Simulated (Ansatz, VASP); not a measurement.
One calculation of Pt, two programs

```
Pt
1.0
     0.00000    1.96090    1.96090
     1.96090    0.00000    1.96090
     1.96090    1.96090    0.00000
Pt
1
Direct
  0.00000 0.00000 0.00000
```

Alike in both runs: functional RPBE; k mesh 12 × 12 × 12; occupations fermi-dirac, width 0.05 eV; no spin polarisation.

|  | VASP | Ansatz |
| --- | --- | --- |
| version | VASP 6.6.1 | Ansatz 0.2.0 |
| potentials or method | VASP PAW PBE potentials, release 64 (Pt) | Ansatz PAW |
| plane-wave cutoff (eV) | 520 | 420 |
| valence electrons in the cell | 10 | 18 |
| task | single point | band structure |

```tsv
	VASP	Ansatz	Ansatz less VASP
gap on the k mesh at the Fermi level (eV)	none	none	-
pressure (GPa)	14.0	14.5	+0.59
```

A gap of «none» marks a metal or a gap that the smearing closes. The two sets of potentials don't hold the same shells in valence.

Caveats: the PAW data sets were made with another functional, which shifts forces and pressure a little (VASP); spin-orbit coupling is left out, which moves the levels of the heavy elements (Ansatz); the PAW data sets come from PBE, with cores solved anew for the run's functional, which leaves a small shift of forces and pressure (Ansatz). Spin-orbit coupling is left out, which matters for the levels of Pt.
